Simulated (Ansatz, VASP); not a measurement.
**ZnSn2N2: VASP beside Ansatz**

Contents of INCAR:

```
PREC = Accurate
ENCUT = 520
EDIFF = 1E-7
ISMEAR = -1
SIGMA = 0.05
LREAL = False
LASPH = True
NELM = 60
ALGO = Normal
ISIF = 2
LWAVE = False
LCHARG = False
GGA = PE
NBANDS = 33
```

File KPOINTS:

```
regular mesh
0
Gamma
  8 8 4
```

POSCAR

```
ZnSn2N2
1.0
    3.2838919815      0.0000000000      0.0000000000
    0.0000000000      3.2838919815      0.0000000000
    0.0000000000      0.0000000000      7.8995871142
Sn Zn N
2 1 2
Direct
    0.5000000000      0.5000000000      0.3058270000
    0.5000000000      0.5000000000      0.6941730000
    0.0000000000      0.0000000000      0.0000000000
    0.0000000000      0.5000000000      0.8541900000
    0.5000000000      0.0000000000      0.1458100000
```

Contents of input.yaml:

```yaml
crystal:
  lattice:
    - [3.2838919815, 0.0, 0.0]
    - [0.0, 3.2838919815, 0.0]
    - [0.0, 0.0, 7.8995871142]
  atoms:
    - { symbol: Sn, position: [0.5, 0.5, 0.305827] }
    - { symbol: Sn, position: [0.5, 0.5, 0.694173] }
    - { symbol: Zn, position: [0.0, 0.0, 0.0] }
    - { symbol: "N", position: [0.0, 0.5, 0.85419] }
    - { symbol: "N", position: [0.5, 0.0, 0.14581] }
hamiltonian:
  xc: pbe
  pseudopotentials: { kind: paw }
kpoints:
  mp_grid: { grid: [8, 8, 4] }
scf:
  occupations: { method: fermi_dirac, width: 0.05 }
output:
  forces: true
  stress: true
  eigenvalues: true
  write_density: true
  write_potential: true
  elf: true
  volumetric_format: npy
```

Change from the starting cell: volume scaled by 0.94.

Alike in both runs: task single point; functional PBE; k mesh 8 × 8 × 4; occupations fermi-dirac, width 0.05 eV; no spin polarisation.

|  | VASP | Ansatz |
| --- | --- | --- |
| version | VASP 6.6.1 | Ansatz 0.2.0 |
| potentials or method | VASP PAW PBE potentials, release 64 (Sn_d, Zn, N) | Ansatz PAW |
| plane-wave cutoff (eV) | 520 | 420 |
| valence electrons in the cell | 50 | 50 |

VASP gave:

```
gap on the k mesh at the Fermi level (eV)       : none
pressure (GPa)                                  : 6.0
largest component of the traceless stress (GPa) : 0.27
rms of the force components (eV/Å)              : 0.284
```

What did Ansatz give for the same quantities?

gap on the k mesh at the Fermi level (eV): none; pressure (GPa): 5.8; largest component of the traceless stress (GPa): 0.27; rms of the force components (eV/Å): 0.284.

Atom by atom the forces differ by 0.014 eV/Å (rms over components). A gap of «none» marks a metal or a gap that the smearing closes. The functional is the same, so the differences come from potentials, cutoffs and numerics.

Caveats: the pressure holds a Pulay correction of +0.3 GPa for the finite cutoff (Ansatz).
